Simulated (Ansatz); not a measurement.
# KBr: the cost of one run

Computed with Ansatz 0.2.0 (DFT r2SCAN, scalar-relativistic, plane waves, PAW, unless a step's input says otherwise).

The COD entry's cell or inner coordinates are ideal or old and differ from later refinements, so a difference from it is no clean test against experiment.

## 1. The starting structure

Symmetry: Fm-3m, No. 225, cubic system. Conventional cell: a = 6.585 Å, b = 6.585 Å, c = 6.585 Å, α = 90.00°, β = 90.00°, γ = 90.00°. K (site symmetry m-3m) has 6 Br at 3.29 Å in its first shell of neighbours. Around Br (site symmetry m-3m) lie 6 K at 3.29 Å.

As a file:

```cif
data_structure
_symmetry_space_group_name_H-M 'P 1'
_symmetry_Int_Tables_number 1
_cell_length_a 4.6563
_cell_length_b 4.6563
_cell_length_c 4.6563
_cell_angle_alpha 60.000
_cell_angle_beta 60.000
_cell_angle_gamma 60.000
_cell_volume 71.39
loop_
_atom_site_label
_atom_site_type_symbol
_atom_site_fract_x
_atom_site_fract_y
_atom_site_fract_z
_atom_site_occupancy
K1 K 0.00000 0.00000 0.00000 1
Br1 Br 0.50000 0.50000 0.50000 1
```

The cell is taken as given, not relaxed at this level.

## 2. The reference cell

Reference values: F = -4339.3128 eV; pressure 0.18 GPa; largest force 0.000 eV/Å; gap on the mesh 5.10 eV. It was computed beforehand with the settings of the runs below.

## 3. The scan: biaxial against axial strain

The cell is strained by p along both x and y and by q along z, with fractional coordinates fixed.

## 4. At p = -0.030, q = -0.030

Input file input.yaml:

```yaml
crystal:
  lattice:
    - [0.0, 3.193725, 3.193725]
    - [3.193725, 0.0, 3.193725]
    - [3.193725, 3.193725, 0.0]
  atoms:
    - { symbol: K, position: [0.0, 0.0, 0.0] }
    - { symbol: Br, position: [0.5, 0.5, 0.5] }
basis:
  ecutwfc: 500
kpoints:
  mp_grid: { grid: [6, 6, 6] }
hamiltonian:
  xc: r2scan
scf:
  occupations: { method: gaussian, width: 0.05 }
output:
  forces: true
  stress: true
  eigenvalues: true
```

The run is started by

```sh
ansatz run input.yaml --threads 1 --pin off --max-ram 2560MiB --backend cpu --events-out ev --progress --plain --runs-dir out
```

What time and memory should one allow on 1 thread of Arm Neoverse V1, shared host?

About 3.1 s, with a peak of 0.47 GiB.
